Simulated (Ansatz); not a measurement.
Crystal: Pb.

```xyz
1
Lattice="0.0000 2.4750 2.4750 2.4750 0.0000 2.4750 2.4750 2.4750 0.0000" Properties=species:S:1:pos:R:3 pbc="T T T"
Pb    0.0000    0.0000    0.0000
```

Base run:

```yaml
Program: Ansatz 0.2.0
Functional: PBEsol
Potentials_or_basis: all-electron LAPW, scalar-relativistic
Cutoff: 154 eV (chosen from the basis error)
Basis_error_allowed: 0.001 eV/atom
k_mesh: 9 × 9 × 9
Occupations: fermi-dirac, width 0.05 eV
Spin: no spin polarisation
```

Its results: pressure -0.6 GPa.

Question: After a change of settings the same cell gave: pressure 3.9 GPa. Which change was it?
A. functional from PBEsol to PBE; occupations from fermi-dirac, width 0.05 eV to gaussian, width 0.05 eV
B. functional from PBEsol to PBE
C. functional from PBEsol to RPBE

Answer: C.

RPBE binds less tightly than PBEsol, so the same cell stands under more pressure.
